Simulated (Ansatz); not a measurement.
## Bi under changes of volume

One of the cells (33.614 Å³/atom); the others are scaled copies at fixed shape and fractional positions:

```xyz
2
Lattice="3.2384 0.0000 0.0000 0.0000 3.2216 0.0000 -0.0805 0.0000 6.4439" Properties=species:S:1:pos:R:3 pbc="T T T"
Bi    1.7022    0.0000    4.8302
Bi    1.4558    0.0000    1.6137
```

This isn't the form of Bi at room conditions, which is rhombohedral.

| Item | Value |
| --- | --- |
| Program | Ansatz 0.2.0 |
| Functional | HSE06 |
| Potentials or basis | Ansatz PAW |
| Cutoff | 420 eV (not typed: the program's choice for these potentials) |
| k mesh | 6 × 6 × 4 |
| Occupations | fermi-dirac, width 0.05 eV |
| Spin | no spin polarisation |

| volume (Å³/atom) | energy over the lowest point (meV/atom) | pressure (GPa) | largest force (eV/Å) |
| --- | --- | --- | --- |
| 31.597 | 31.15 | 4.6 | 0.048 |
| 32.270 | 15.06 | 3.1 | 0.040 |
| 32.942 | 4.91 | 1.7 | 0.032 |
| 33.614 | 0.07 | 0.5 | 0.024 |
| 34.286 | 0.00 | -0.5 | 0.017 |
| 34.959 | ? | ? | ? |
| 35.631 | 12.20 | -2.3 | 0.004 |

Q: What does the run at 34.959 Å³/atom give?

A: Energy over the lowest point 4.19 meV/atom; pressure -1.5 GPa; largest force 0.010 eV/Å.

Worked out: A Birch-Murnaghan fit of order 3 (a polynomial in V^(-2/3)) to the other rows has its minimum at 33.96 Å³/atom with B0 = V·E''(V) = 54 GPa and B' = 4.5 at fixed shape and positions, which overstates the stiffness. It gives 4.19 meV/atom at 34.959 Å³/atom, against the run's 4.19, and -dE/dV = -1.5 GPa, against -1.5.

Energies are extrapolated to zero smearing.

Caveats: the PAW data sets come from PBE, with cores solved anew for the run's functional, which leaves a small shift of forces and pressure; the thresholds are loose for stress.
